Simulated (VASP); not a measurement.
# Mo (Im-3m) in VASP: notebook

Runs on Mo. Level: PBE. Tasks: relaxation of cell and atoms.

Everything below comes from runs of VASP 6.6.1. Logs are shortened: lines on timing, memory, paths and dates and some standing lists are left out, and cuts for length are marked.

## Step 1: Starting point

The structure is cubic, space group Im-3m (No. 229). The conventional cell has a = 3.147 Å, b = 3.147 Å, c = 3.147 Å, α = 90.00°, β = 90.00°, γ = 90.00°. Around Mo (site symmetry m-3m) lie 8 Mo at 2.73 Å.

## Step 2: Relaxation of cell and atoms, PBE

Input file INCAR:

```
SYSTEM = Mo
ALGO = Fast
EDIFF = 1E-7
EDIFFG = -0.002
ENCUT = 520
GGA = PE
IBRION = 2
ISIF = 3
ISMEAR = 0
LASPH = .TRUE.
LCHARG = .FALSE.
LREAL = .FALSE.
LWAVE = .FALSE.
NELM = 60
NSW = 80
PREC = Accurate
SIGMA = 0.1
```

Input file KPOINTS:

```
k-points
0
G
  6 6 6
  0 0 0
```

Input file POSCAR:

```
Mo
1.0
   -1.5734150000      1.5734150000      1.5734150000
    1.5734150000     -1.5734150000      1.5734150000
    1.5734150000      1.5734150000     -1.5734150000
Mo
1
Direct
    0.0000000000      0.0000000000      0.0000000000
```

Potentials or basis: VASP PAW PBE potentials, release 64 (Mo_sv).

Launch:

```
$ cat potpaw_PBE.64/Mo_sv/POTCAR > POTCAR
$ mpirun -np 1 vasp_std > vasp.out
```

OUTCAR:

```text
SYSTEM = Mo
   EDIFF = 1E-7
   EDIFFG = -0.002
   ENCUT = 520
   GGA = PE
   IBRION = 2
   ISIF = 3
   ISMEAR = 0
   LASPH = .TRUE.
   LREAL = .FALSE.
   NELM = 60
   NSW = 80
   PREC = Accurate

 ion  position               nearest neighbor table
   1  0.000  0.000  0.000-

  LATTYP: Found a body centered cubic cell.
 ALAT       =     3.1468300000

  Lattice vectors:

 A1 = (  -1.5734150000,   1.5734150000,   1.5734150000)
 A2 = (   1.5734150000,  -1.5734150000,   1.5734150000)
 A3 = (   1.5734150000,   1.5734150000,  -1.5734150000)

Analysis of symmetry for initial positions (statically):
=====================================================================
 Subroutine PRICEL returns:
 Original cell was already a primitive cell.

 Routine SETGRP: Setting up the symmetry group for a
 body centered cubic supercell.

 Subroutine GETGRP returns: Found 48 space group operations
 (whereof 48 operations were pure point group operations)
 out of a pool of 48 trial point group operations.

The static configuration has the point symmetry O_h .

Analysis of symmetry for dynamics (positions and initial velocities):
=====================================================================
 Subroutine PRICEL returns:
 Original cell was already a primitive cell.

 Routine SETGRP: Setting up the symmetry group for a
 body centered cubic supercell.

 Subroutine GETGRP returns: Found 48 space group operations
 (whereof 48 operations were pure point group operations)
 out of a pool of 48 trial point group operations.

The dynamic configuration has the point symmetry O_h .

 Subroutine INISYM returns: Found 48 space group operations
 (whereof 48 operations are pure point group operations),
 and found     1 'primitive' translations

----------------------------------------------------------------------------------------

                                     Primitive cell

  volume of cell :      15.5808

  direct lattice vectors                    reciprocal lattice vectors
    -1.573415000  1.573415000  1.573415000     0.000000000  0.317780115  0.317780115
     1.573415000 -1.573415000  1.573415000     0.317780115  0.000000000  0.317780115
     1.573415000  1.573415000 -1.573415000     0.317780115  0.317780115  0.000000000

  length of vectors
     2.725234721  2.725234721  2.725234721     0.449408949  0.449408949  0.449408949

  position of ions in fractional coordinates (direct lattice)
     0.000000000  0.000000000  0.000000000

  ion indices of the primitive-cell ions
   primitive index   ion index
                 1           1

----------------------------------------------------------------------------------------

 KPOINTS: k-points

Automatic generation of k-mesh.
 Grid dimensions read from file:
 generate k-points for:    6    6    6

 Generating k-lattice:

  Cartesian coordinates                     Fractional coordinates (reciprocal lattice)
     0.000000000  0.052963353  0.052963353     0.166666667  0.000000000  0.000000000
     0.052963353  0.000000000  0.052963353     0.000000000  0.166666667  0.000000000
     0.052963353  0.052963353  0.000000000     0.000000000  0.000000000  0.166666667

  Length of vectors
     0.074901491  0.074901491  0.074901491

  Shift w.r.t. Gamma in fractional coordinates (k-lattice)
     0.000000000  0.000000000  0.000000000

 Subroutine IBZKPT returns following result:
 ===========================================

 Found     16 irreducible k-points:

 Following reciprocal coordinates:
            Coordinates               Weight
  0.000000  0.000000  0.000000      1.000000
  0.166667  0.000000  0.000000     12.000000
  0.333333  0.000000  0.000000     12.000000
  0.500000  0.000000  0.000000      6.000000
  0.166667  0.166667  0.000000     24.000000
  0.333333  0.166667  0.000000     48.000000
[... 8 lines left out ...]
  0.500000  0.500000  0.333333     12.000000
  0.500000  0.500000  0.500000      1.000000
   k-points           NKPTS =     16   k-points in BZ     NKDIM =     16   number of bands    NBANDS=     11
   number of dos      NEDOS =    301   number of ions     NIONS =      1
   total plane-waves  NPLWV =   8000
   dimension x,y,z NGX =    20 NGY =   20 NGZ =   20
   dimension x,y,z NGXF=    40 NGYF=   40 NGZF=   40
   ions per type =               1
   NGX,Y,Z   is equivalent  to a cutoff of  12.20, 12.20, 12.20 a.u.
   NGXF,Y,Z  is equivalent  to a cutoff of  24.40, 24.40, 24.40 a.u.
 SYSTEM =  Mo
   PREC   = accura    normal or accurate (medium, high low for compatibility)
   ISTART =      0    job   : 0-new  1-cont  2-samecut
   ICHARG =      2    charge: 1-file 2-atom 10-const
   ISPIN  =      1    spin polarized calculation?
   LNONCOLLINEAR =      F non collinear calculations
   LSORBIT =      F    spin-orbit coupling
   LASPH  =      T    aspherical Exc in radial PAW
   ENCUT  =  520.0 eV  38.22 Ry    6.18 a.u.   5.07  5.07  5.07*2*pi/ulx,y,z
   NELM   =     60;   NELMIN=  2; NELMDL= -5     # of ELM steps
   EDIFF  = 0.1E-06   stopping-criterion for ELM
   LREAL  =      F    real-space projection
   EDIFFG = -.2E-02   stopping-criterion for IOM
   NSW    =     80    number of steps for IOM
   IBRION =      2    ionic relax: 0-MD 1-quasi-New 2-CG
   NFREE  =      1    steps in history (QN), initial steepest desc. (CG)
   ISIF   =      3    stress and relaxation
   ISYM   =      2    0-nonsym 1-usesym 2-fastsym
   POTIM  = 0.5000    time-step for ionic-motion
   TEBEG  =    0.0;   TEEND  =   0.0 temperature during run
   PSTRESS=    0.0 pullay stress
   NELECT =      14.0000    total number of electrons
   NUPDOWN=      -1.0000    fix difference up-down
   EMIN   =  10.00;   EMAX   =-10.00  energy-range for DOS
   EFERMI =   0.00;   METHOD = LEGACY
   ISMEAR =     0;   SIGMA  =   0.10  broadening in eV -4-tet -1-fermi 0-gaus
   EFERMI_NEDOS =   21; number of points for ismear=-14 and -15
   IALGO  =     68    algorithm
   IMIX   =      4    mixing-type and parameters
     AMIX     =   0.40;   BMIX     =  1.00
     AMIX_MAG =   1.60;   BMIX_MAG =  1.00
  volume/ion in A,a.u.               =      15.58       105.14
  Fermi-wavevector in a.u.,A,eV,Ry     =   1.579747  2.985289 33.954710  2.495601
  Thomas-Fermi vector in A             =   2.680079
   LORBIT       =      0    0 simple, 1 ext, 2 COOP (PROOUT), +10 PAW based schemes
   GGA     = PE    functional components
   LHFCALC =     F    Hartree Fock is set to
   AEXX    =    0.0000 exact exchange contribution
   IVDW    =     0    specifies the selected vdW correction
   LEPSILON=     F    determine dielectric tensor
   LRPA    =     F    only Hartree local field effects (RPA)
 conjugate gradient relaxation of ions
 non-spin polarized calculation
 RMM-DIIS sequential band-by-band and
 Gauss-broadening in eV      SIGMA  =   0.10
  energy-cutoff  :      520.00
  volume of cell :       15.58
 maximum number of plane-waves:       430
   NGX = 11   NGY = 11   NGZ = 11

--------------------------------------- Ionic step        1  -------------------------------------------

 number of electron      14.0000001 magnetization

 Free energy of the ion-electron system (eV)
  ---------------------------------------------------
  ext. energy  EPLUGINS =         0.00000000
  ---------------------------------------------------
  free energy    TOTEN  =       -10.99746029 eV

  energy without entropy =      -10.99739020  energy(sigma->0) =      -10.99742524

------------------------ aborting loop because EDIFF is reached ----------------------------------------

  FORCE on cell =-STRESS in cart. coord.  units (eV):
  Direction    XX          YY          ZZ          XY          YZ          ZX
  --------------------------------------------------------------------------------------
  -------------------------------------------------------------------------------------
  Total        0.3636713      0.3636713      0.3636713      0.0000000      0.0000000     -0.0000000
  in kB       37.3963943     37.3963943     37.3963943      0.0000000      0.0000000     -0.0000000
  external PRESSURE =      37.3963943 kB  Pullay stress =       0.0000000 kB
[... 86 lines left out ...]
  FREE ENERGIE OF THE ION-ELECTRON SYSTEM (eV)
  ---------------------------------------------------
  free  energy   TOTEN  =       -10.9999288184 eV

  energy  without entropy=      -10.9998464461  energy(sigma->0) =      -10.99988763

[... ionic steps 4 to 13 ...]

--------------------------------------- Ionic step       14  -------------------------------------------

 number of electron      14.0000004 magnetization

------------------------ aborting loop because EDIFF is reached ----------------------------------------

  FORCE on cell =-STRESS in cart. coord.  units (eV):
  Direction    XX          YY          ZZ          XY          YZ          ZX
  --------------------------------------------------------------------------------------
  -------------------------------------------------------------------------------------
  Total        0.0031205      0.0031205      0.0031205      0.0000000     -0.0000000      0.0000000
  in kB        0.3165358      0.3165358      0.3165358      0.0000000     -0.0000000      0.0000000
  external PRESSURE =       0.3165358 kB  Pullay stress =       0.0000000 kB
[... 55 lines left out ...]
  energy  without entropy=      -10.9998474997  energy(sigma->0) =      -10.99988856

--------------------------------------- Ionic step       16  -------------------------------------------

 number of electron      14.0000004 magnetization

 Free energy of the ion-electron system (eV)
  ---------------------------------------------------
  ext. energy  EPLUGINS =         0.00000000
  ---------------------------------------------------
  free energy    TOTEN  =       -10.99992964 eV

  energy without entropy =      -10.99984744  energy(sigma->0) =      -10.99988854

 E-fermi :  12.3875     XC(G=0): -13.3341

 val. band max:       12.1783241896   @ k =   0.1667   0.0000   0.0000
 cond. band min:      12.6110980754   @ k =  -0.3333   0.3333   0.1667
 fundamental gap:      0.4327738858
 Fermi energy:        12.3874739147

 k-point     1 :       0.0000    0.0000    0.0000
  band No.  band energies     occupation
      1     -48.8720      2.00000
      2     -22.1606      2.00000
      3     -22.1606      2.00000
      4     -22.1606      2.00000
      5       5.2245      2.00000
      6      11.0720      2.00000
      7      11.0720      2.00000
      8      11.0720      2.00000
      9      14.0592      0.00000
     10      14.0592      0.00000
     11      27.2441      0.00000
[... 236 lines left out ...]
  FREE ENERGIE OF THE ION-ELECTRON SYSTEM (eV)
  ---------------------------------------------------
  free  energy   TOTEN  =       -10.9999296362 eV

  energy  without entropy=      -10.9998474441  energy(sigma->0) =      -10.99988854

 reached required accuracy - stopping structural energy minimisation
```

Wall time 26 s (1 thread of Intel Xeon Platinum 8259CL at 2.50GHz (Skylake/Cascade Lake), shared host); peak memory 0.12 GiB.

What came out:

* Free energy: -10.9999 eV
* Relaxed volume: 15.80 Å³/atom
* Relaxed cell: a = 2.738 Å, b = 2.738 Å, c = 2.738 Å, α = 109.47°, β = 109.47°, γ = 109.47°
* Space group after relaxing (to 0.05 Å): Im-3m (No. 229)
* Energy gained by relaxing: 2.5 meV/atom
* Ionic steps: 16
* Pressure after relaxing: 0.0 GPa
* Band gap on the k mesh: none (metal or under the smearing width)

Step by step:
| step | energy change (eV) | largest force (eV/Å) | pressure (GPa) | volume (Å³) |
| --- | --- | --- | --- | --- |
| 1 | 0.0000 | 0.0000 | 3.74 | 15.58 |
| 2 | 0.0163 | 0.0000 | -9.35 | 16.42 |
| 3 | -0.0025 | 0.0000 | -0.05 | 15.80 |
| 4 | -0.0025 | 0.0000 | 0.03 | 15.79 |
| 5 | -0.0025 | 0.0000 | 0.03 | 15.79 |
| 6 | -0.0025 | 0.0000 | 0.03 | 15.79 |
| 7 | -0.0025 | 0.0000 | 0.02 | 15.79 |
| 8 | -0.0025 | 0.0000 | 0.02 | 15.79 |
| 9 | -0.0025 | 0.0000 | 0.02 | 15.79 |
| 10 | -0.0025 | 0.0000 | 0.03 | 15.79 |
| 11 | -0.0025 | 0.0000 | 0.03 | 15.79 |
| 12 | -0.0025 | 0.0000 | 0.03 | 15.79 |
| 13 | -0.0025 | 0.0000 | 0.03 | 15.79 |
| 14 | -0.0025 | 0.0000 | 0.03 | 15.79 |
| 15 | -0.0025 | 0.0000 | 0.04 | 15.80 |
| 16 | -0.0025 | 0.0000 | 0.00 | 15.80 |

Final structure:
```yaml
crystal:
  lattice:
    - [-1.58063, 1.58063, 1.58063]
    - [1.58063, -1.58063, 1.58063]
    - [1.58063, 1.58063, -1.58063]
  atoms:
    - { symbol: Mo, position: [0.00000, 0.00000, 0.00000] }
```

Caveat: the k mesh is coarse (spacing up to 0.47 Å⁻¹), so the values aren't converged. Zero-point motion and thermal expansion aren't in these numbers.

## Step 3: Relaxation of cell and atoms, PBE

This run uses another cell than the first one, of 15.80 Å³/atom, 1.014 times its volume.

INCAR is that of step 2.

KPOINTS is that of step 2.

Input file POSCAR:

```
Mo                                      
1.0
   -1.5806277177      1.5806277177      1.5806277177
    1.5806277177     -1.5806277177      1.5806277177
    1.5806277177      1.5806277177     -1.5806277177
  Mo            
     1
Direct
     0.0000000000000000    0.0000000000000000    0.0000000000000000
```

Potentials or basis: VASP PAW PBE potentials, release 64 (Mo_sv).

Launch:

```
$ cat potpaw_PBE.64/Mo_sv/POTCAR > POTCAR
$ mpirun -np 1 vasp_std > vasp.out
```

Run time: 5.6 s. Hardware: 1 thread of Intel Xeon Platinum 8259CL at 2.50GHz (Skylake/Cascade Lake), shared host; peak memory 0.12 GiB.

The run converged. Its results:

```yaml
Free_energy: -11.0000 eV
Pressure_after_relaxing: 0.0 GPa
Band_gap_on_the_k_mesh: none (metal or under the smearing width)
```

Final structure:
```
CELL_PARAMETERS angstrom
-1.58063 1.58063 1.58063
1.58063 -1.58063 1.58063
1.58063 1.58063 -1.58063
ATOMIC_POSITIONS crystal
Mo 0.00000 0.00000 0.00000
```

Levels at points of the mesh, in eV from the Fermi level:
```
           k point  band 5  band 6  band 7  band 8  band 9  band 10
(0.00, 0.00, 0.00)   -7.16   -1.32   -1.32   -1.32    1.67     1.67
(0.50, 0.00, 0.00)   -5.23   -3.32    1.62    1.69    2.31     4.69
(0.50, 0.50, 0.50)   -5.32   -5.32    3.95    3.95    3.95     9.02
```

Caveat: the k mesh is coarse (spacing up to 0.47 Å⁻¹), so the values aren't converged; the relaxation stopped at its first step, so nothing moved.
